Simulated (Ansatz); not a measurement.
## Bands of Mg2Sn

```
Mg Sn
1.0
     0.00000    3.37950    3.37950
     3.37950    0.00000    3.37950
     3.37950    3.37950    0.00000
Mg Sn
2 1
Direct
  0.25000 0.25000 0.25000
  0.75000 0.75000 0.75000
  0.00000 0.00000 0.00000
```

Atom numbers follow the list: Mg1, Mg2, Sn3.

The cell is COD entry 1537878, as deposited and not checked against the literature; nothing was relaxed.

Spin–orbit coupling is left out, though it moves levels of the heavy atoms by tenths of an eV or more.

Level of theory: Ansatz 0.2.0, DFT, LDA, all-electron LAPW, scalar-relativistic.

Numerical set-up: a Γ-centred 11×11×11 k mesh, Fermi–Dirac smearing of 0.08 eV, basis error target 0.5 meV/atom, no spin polarisation.

Points in fractions of the reciprocal vectors of this cell: Γ (0, 0, 0), X (0.5, 0, 0.5), U (0.625, 0.25, 0.625), K (0.375, 0.375, 0.75), L (0.5, 0.5, 0.5), W (0.5, 0.25, 0.75). The path runs Γ–X–U–K–Γ–L–W–X. Energies are in eV from the Fermi level; (×n) counts levels within 4 meV of each other, which need not be degenerate by symmetry.

Is there a gap?

None at this level of theory (metallic, semimetallic, or a small gap that the functional closes).

List the levels between -8 and 2 eV at the symmetry points.


Γ: 0.04 (×3), 1.31
X: -7.37, -4.56, -2.05 (×2), -0.14, 0.21
U: -7.40, -4.14, -3.49, -1.72, 0.41
K: -7.40, -4.14, -3.49, -1.72, 0.41
L: -7.87, -4.76, -0.79 (×2), 0.62
W: -7.34, -3.74 (×2), -2.63
